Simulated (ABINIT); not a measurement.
Si:

```
Si
1.0
     0.00000    2.72185    2.72185
     2.72185    0.00000    2.72185
     2.72185    2.72185    0.00000
Si
2
Direct
  0.50000 0.50000 0.50000
  0.75000 0.75000 0.75000
```

Base run:

* Program: ABINIT 10.8.3 (patched build)
* Functional: PBE
* Potentials or basis: JTH PAW PBE v2.0
* Cutoff: 408 eV
* k mesh: 8 × 8 × 8
* Occupations: fermi-dirac, width 0.05 eV
* Spin: no spin polarisation

Its results: band gap on the k mesh 0.64 eV, indirect (least direct gap 2.57 eV); pressure 1.2 GPa.

**Question.** After a change of settings the same cell gave: band gap on the k mesh 0.53 eV, indirect (least direct gap 2.52 eV); pressure -0.5 GPa. Which change was it?
A. k mesh from 8 × 8 × 8 to 6 × 6 × 6
B. functional from PBE to LDA; potentials or basis from JTH PAW PBE v2.0 to PseudoDojo NC SR LDA v0.4 stringent; cutoff from 408 eV to 435 eV
C. k mesh from 8 × 8 × 8 to 10 × 10 × 10
D. functional from PBE to PBEsol

**Answer.** D.

PBEsol binds more tightly than PBE, so the same cell stands under less pressure.

Caveats: the PAW data sets were made with another functional, which shifts forces and pressure a little (some runs).

Not every run made on this cell is shown here.
